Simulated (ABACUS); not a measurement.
**GaP: single point with AM05**

**Experimental background.**

“Stacking defects in GaP nanowires: Electronic structure and optical properties”, 2018, arxiv:1810.01194 quotes, for a bulk crystal of GaP at 10 K: band gap 2.34 eV (indirect).

The system is GaP.

```xyz
2
Lattice="0.0000 2.7252 2.7252 2.7252 0.0000 2.7252 2.7252 2.7252 0.0000" Properties=species:S:1:pos:R:3 pbc="T T T"
Ga    0.0000    0.0000    0.0000
P     1.3626    1.3626    1.3626
```

* Program: ABACUS 3.10.1
* Task: single point
* Functional: AM05
* Potentials or basis: SG15 ONCV 1.2 PBE
* Cutoff: 1361 eV
* Density cutoff: 5442 eV
* Basis: DZP LCAO (the cutoffs set its grid)
* k mesh: 8 × 8 × 8
* Occupations: fermi-dirac, width 0.05 eV
* Spin: no spin polarisation
* Radial cutoff of the potentials (pseudo_rcut): 7 bohr
* Orbital files: Ga Ga_confined-atom_8au_2s2p2d.orb, P P_confined-atom_7au_2s2p1d.orb
* SCF threshold on the density: 1e-07
* Max SCF steps: 100
* Eigensolver: genelpa
* Mixing: broyden
* Mixing share: 0.7
* Symmetry key: 1
* Bands: 13

| Property | Result |
| --- | --- |
| Pressure | 1.7 GPa |
| Band gap on the k mesh | 1.58 eV, indirect (least direct gap 1.98 eV) |
| Mulliken charges | Ga -0.35; P +0.35 e |

Levels at points of the mesh, in eV from the valence-band top:
| k point | band 6 | band 7 | band 8 | band 9 | band 10 | band 11 | band 12 | band 13 |
| --- | --- | --- | --- | --- | --- | --- | --- | --- |
| (0.00, 0.00, 0.00) | -12.50 | 0.00 | 0.00 | 0.00 | 1.98 | 3.79 | 3.79 | 3.79 |
| (0.50, 0.50, 0.50) | -10.44 | -6.73 | -1.15 | -1.15 | 1.65 | 4.64 | 4.64 | 9.17 |
| (0.50, 0.50, 0.00) | -9.51 | -6.85 | -2.74 | -2.74 | 1.60 | 1.80 | 10.59 | 10.59 |

It took 3.2 s on 4 MPI ranks on Intel(R) Xeon(R) 6975P-C (Granite Rapids), with other jobs on the host, peak memory 0.44 GiB a rank.

Measured gap of GaP: 2.34 eV (indirect; 10 K; quoted in “Stacking defects in GaP nanowires: Electronic structure and optical properties”, 2018, arxiv:1810.01194). This calculation gives 1.58 eV (-0.76 eV). Spin-orbit coupling on Ga is left out. The value is that of AM05 in an atomic basis (SG15 ONCV 1.2 PBE, DZP LCAO (the cutoffs set its grid)), whose error adds to the functional's, on a finite k mesh, which can miss the band edges, without temperature or zero-point motion. Semilocal functionals fall short of measured gaps as a rule.

Caveat: the atomic orbitals were generated for these runs and aren't a published set; Mulliken charges move with the basis; the potentials were made for another functional, which shifts forces and pressure; the basis of atomic orbitals isn't converged, which shifts pressures, moduli and gaps.
